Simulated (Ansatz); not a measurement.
Runs of Ansatz 0.2.0 on Ti. The structure is hexagonal, space group P6_3/mmc (No. 194). The conventional cell has a = 2.950 Å, b = 2.950 Å, c = 4.680 Å, α = 90.00°, β = 90.00°, γ = 120.00°. Ti (site symmetry -6m2) has 12 Ti at 2.89 to 2.95 Å as nearest neighbours. 

| task | level | cell | smearing | gap on the mesh (eV) | pressure (GPa) | relaxed volume (Å³/atom) |
| --- | --- | --- | --- | --- | --- | --- |
| relaxation of cell and atoms | BLYP+D4 | relaxed | fermi-dirac 0.05 eV | - | 0.0 | 17.22 |
| single point | PBE | as given | gaussian 0.027 eV | none | -1.4 | - |
| single point | PBE | as given | gaussian 0.028 eV | none | -1.4 | - |
| relaxation of cell and atoms | BLYP+D3(BJ) | relaxed | fermi-dirac 0.05 eV | - | 0.0 | (a) |

Alike in all rows: potentials or basis Ansatz PAW; no spin polarisation; k mesh 10 × 10 × 6; cutoff (eV) 420.

Question: Estimate the missing entries.

Answer: (a) 15.62.

Caveats: the plane-wave basis is chosen anew once the cell has moved, so the energies of steps on either side of that aren't comparable (some runs); the PAW data sets come from PBE, with cores solved anew for the run's functional, which leaves a small shift of forces and pressure (some runs); the volume moved by -11 % from the deposited cell, more than functionals usually miss (some runs).

A gap of «none» marks a metal or a gap under the smearing width.
